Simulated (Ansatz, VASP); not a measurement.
**Mo in VASP and in Ansatz**

```
Mo
1.0
    -1.55618    1.55618    1.55618
     1.55618   -1.55618    1.55618
     1.55618    1.55618   -1.55618
Mo
1
Direct
  0.00000 0.00000 0.00000
```

Alike in both runs: functional LDA; k mesh 8 × 8 × 8; occupations gaussian, width 0.1 eV; no spin polarisation.

Ansatz relaxed the structure, and its values are those at the end. VASP's run is a single point on that final structure, the one shown.

|  | VASP | Ansatz |
| --- | --- | --- |
| version | VASP 6.6.1 | Ansatz 0.2.0 |
| potentials or method | VASP PAW LDA potentials, release 64 (Mo_sv) | scalar-relativistic, plane waves, PAW |
| plane-wave cutoff (eV) | 520 | 420 |
| valence electrons in the cell | 14 | 14 |

|  | VASP | Ansatz | Ansatz less VASP |
| --- | --- | --- | --- |
| gap on the k mesh at the Fermi level (eV) | none | none | - |
| pressure (GPa) | 1.3 | 0.2 | -1.11 |

A gap of «none» marks a metal or a gap that the smearing closes. Ansatz warned: «pseudo_functional_mismatch».
